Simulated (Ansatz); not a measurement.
## Do energy and pressure agree? Two volumes of InN (R3m, 2 atoms in the cell)

```
CELL_PARAMETERS angstrom
      0.00000     2.47755     2.47755
      2.47755     0.00000     2.47755
      2.47755     2.47755     0.00000
ATOMIC_POSITIONS crystal
  In 0.00583 0.00583 0.00583
  N  0.25000 0.25000 0.25000
```

Method: LDA (PW92), default PAW files made with PBE (plane waves; Ansatz, a program for electronic structure).

Settings: basis.ecutwfc = 1010 eV; kpoints.mp_grid.grid = 9 9 9; hamiltonian.xc = lda; hamiltonian.pseudopotentials = {kind: paw} (the program's default PAW files); scf.occupations.method = fermi_dirac; scf.occupations.width = 0.02 eV. This cutoff ends a ladder whose last two steps agree within 1 meV/atom.

The second cell is the first with its lattice scaled by 0.98, at the same fractional positions.

The starting cell has typed, rounded lattice constants, without a prior relaxation at this level. Its lattice was rescaled by up to half a per cent. One atom was moved a little off its site on purpose. Ansatz's pressure includes its estimate of the finite-basis (Pulay) stress. The run gives no clean gap (levels at the Fermi energy touch, overlap or are partly filled at this smearing), which alone does not show that the compound is a metal.

| cell | volume (Å³/atom) | pressure (GPa) | F less the first cell's (meV/atom) |
|---|---|---|---|
| first | 15.2078 | -1.10 | 0.00 |
| second | 14.3135 | 8.73 | ? |

Estimate the energy of the second cell from the pressures, and the bulk modulus between the two volumes.

With P = −dF/dV, the trapezoid gives ΔF ≈ −(P₁ + P₂)/2 · ΔV = −(3.815 GPa) · (-0.8943 Å³) = 21.29 meV/atom (1 eV/Å³ = 160.22 GPa). The modulus at fixed fractional positions is B = −ΔP/Δln V = 162 GPa, a mean over the interval. P(V) is curved, so the trapezoid lies high by about |ΔV|³·B·(1 + B′)/(12·V̄²) = 1.38 meV/atom for an assumed B′ = 4, which leaves 19.91 meV/atom. The runs gave 19.76 meV/atom, a miss of 0.15 meV/atom. Cases were kept where this miss is small, so the page shows the method and is no test of it.

Left out of this page: 15 runs of the series outside the window shown, repeating another row's setting, or not comparable.

Keys are those of Ansatz 0.2.
